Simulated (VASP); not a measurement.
Runs of VASP 6.6.1 on Se. Symmetry: P3_121, No. 152, trigonal system. Conventional cell: a = 4.065 Å, b = 4.065 Å, c = 5.134 Å, α = 90.00°, β = 90.00°, γ = 120.00°. Se (site symmetry 2) is surrounded by 2 Se at 2.44 Å. 

| task | level | spin | cell | k mesh | cutoff (eV) | monkhorst-Pack mesh | gap on the mesh (eV) | pressure (GPa) |
| --- | --- | --- | --- | --- | --- | --- | --- | --- |
| band structure | PBE | SOC, no magnetisation | P3_121, 24.48 Å³/atom | 6 × 6 × 4 | 520 | - | - | 2.6 |
| band structure | r2SCAN | off | P3_121, 24.48 Å³/atom | 9 × 9 × 6 | 520 | - | (b) | 1.1 |
| relaxation of cell and atoms | PBE+D3(BJ) | off | relaxed | 9 × 9 × 6 | 600 | - | 0.51 | 0.0 |
| band structure | PBE | off | P3_121, 24.48 Å³/atom | 9 × 9 × 6 | 520 | - | 0.51 | 2.5 |
| dielectric tensor | PBE | off | P3_121, 24.48 Å³/atom | 12 × 12 × 9 | 520 | no | (a) | - |
| optical spectrum | PBE | off | P3_121, 24.48 Å³/atom | 9 × 9 × 6 | 520 | - | 0.51 | 2.5 |
| band structure | TB-mBJ | off | P3_121, 24.48 Å³/atom | 9 × 9 × 6 | 520 | - | 0.90 | - |

Alike in all rows: potentials or basis VASP PAW PBE potentials, release 64 (Se); smearing gaussian 0.03 eV.

Question: Fill in the values left out.

Answer: (a) 0.64; (b) 0.74.

Caveats: an odd mesh through Γ misses points on the zone boundary, where band edges often lie (some runs); the PAW data sets were made with another functional, which shifts forces and pressure a little (some runs); the volume moved by -10 % from the deposited cell, more than functionals usually miss (some runs); the gap is small at this level, which inflates the dielectric constant (some runs); spectra need much finer meshes, so this one isn't converged (some runs); independent-particle spectra lack excitons (some runs).

A k mesh can miss the band edges, and rows without SOC leave out spin-orbit coupling on Se.
